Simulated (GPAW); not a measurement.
Au, 1 atom in the cell. Symmetry: Fm-3m, No. 225, cubic system. Conventional cell: a = 4.070 Å, b = 4.070 Å, c = 4.070 Å, α = 90.00°, β = 90.00°, γ = 90.00°. Around Au (site symmetry m-3m) lie 12 Au at 2.88 Å. 

```yaml
Program: GPAW 26.7.0
Task: G0W0 quasiparticle levels
Functional: LDA
Potentials_or_basis: the program's PAW data sets (release 1.2.1) made for this functional
Cutoff: 500 eV
Basis: pw
k_mesh: 6 × 6 × 6
Occupations: fermi-dirac, width 0.05 eV
Spin: no spin polarisation
Response_ecut: 150 eV
Frequency: full
Extrapolate: no
Vertex: GWS
Qp_bands: 2
Integrate_gamma: sphere
All_k: no
Domega0: 0.05 eV
Maxiter: 150
Response_bands: 70
Omega2: 10 eV
Eta: 0.1 eV
```

Potentials or basis: the program's PAW data sets (release 1.2.1) made for this functional, pw.

The run is started by

```bash
$ OMP_NUM_THREADS=1 python run.py
```

Hardware: 1 thread of Intel(R) Xeon(R) Platinum 8488C (Sapphire Rapids) (shared host).

Estimate the wall time of this run.

It took 2.2 min on 1 thread of Intel(R) Xeon(R) Platinum 8488C (Sapphire Rapids), on a shared host, peak memory 0.49 GiB. Counts: scf iterations 10, plane waves 444, bands 14, k points 16.
